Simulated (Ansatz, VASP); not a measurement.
**InP in VASP and in Ansatz**

INCAR

```
PREC     = Accurate       # precision mode
ENCUT    = 520            # plane-wave cutoff, eV
EDIFF    = 1E-6           # SCF threshold, eV
ISMEAR   = -1             # smearing method
SIGMA    = 0.02           # smearing width, eV
LREAL    = False          # projectors in reciprocal space
LASPH    = True           # aspherical terms in the spheres
NELM     = 100            # most SCF steps
ALGO     = Normal         # electronic algorithm
ISIF     = 2              # what is computed and relaxed
LWAVE    = False          # write WAVECAR
LCHARG   = False          # write CHGCAR
GGA      = PE             # functional
NBANDS   = 16             # bands
```

KPOINTS

```
Automatic mesh
0
Gamma
  8 8 8
```

The input POSCAR:

```
InP
1.0
    0.0000000000      3.0719391402      2.8179947339
    3.0719391402      0.0000000000      2.8179947339
    3.0719391402      3.0719391402      0.0000000000
In P
1 1
Direct
    0.0000000000      0.0000000000      0.0000000000
    0.2500000000      0.2500000000      0.2500000000
```

Input for Ansatz:

```yaml
crystal:
  lattice:
    - [0.0, 3.0719391402, 2.8179947339]
    - [3.0719391402, 0.0, 2.8179947339]
    - [3.0719391402, 3.0719391402, 0.0]
  atoms:
    - { symbol: In, position: [0.0, 0.0, 0.0] }
    - { symbol: P, position: [0.25, 0.25, 0.25] }
kpoints:
  mp_grid: { grid: [8, 8, 8] }
  band_path:
    path:
      - [0.0, 0.0, 0.0]
      - [-0.5, -0.5, 0.0]
      - [-0.375, -0.375, 0.25]
      - [-0.375, 0.0, 0.375]
      - [0.0, 0.0, 0.5]
      - [-0.5, -0.25, 0.25]
    npoints: 1
hamiltonian:
  xc: pbe
scf:
  occupations: { method: fermi_dirac, width: 0.02 }
  n_extra_bands: 4
output:
  forces: true
  stress: true
  eigenvalues: true
  write_density: true
  write_potential: true
  elf: true
  volumetric_format: npy
```

Change from the starting cell: epitaxial_xy strain +4.0%.

Alike in both runs: task single point; functional PBE; k mesh 8 × 8 × 8; occupations fermi-dirac, width 0.02 eV; no spin polarisation.

|  | VASP | Ansatz |
| --- | --- | --- |
| version | VASP 6.6.1 | Ansatz 0.2.0 |
| potentials or method | VASP PAW PBE potentials, release 64 (In_d, P) | plane waves, PAW |
| plane-wave cutoff (eV) | 520 | 420 |
| valence electrons in the cell | 18 | 18 |

```tsv
	VASP	Ansatz	Ansatz less VASP
pressure (GPa)	-0.5	-0.5	+0.05
largest component of the traceless stress (GPa)	2.01	2.01	-0.001
```

With one functional, cell and mesh, what is left measures potentials, basis and numerics.

Caveats: spin-orbit coupling is left out, which moves the levels of the heavy elements.
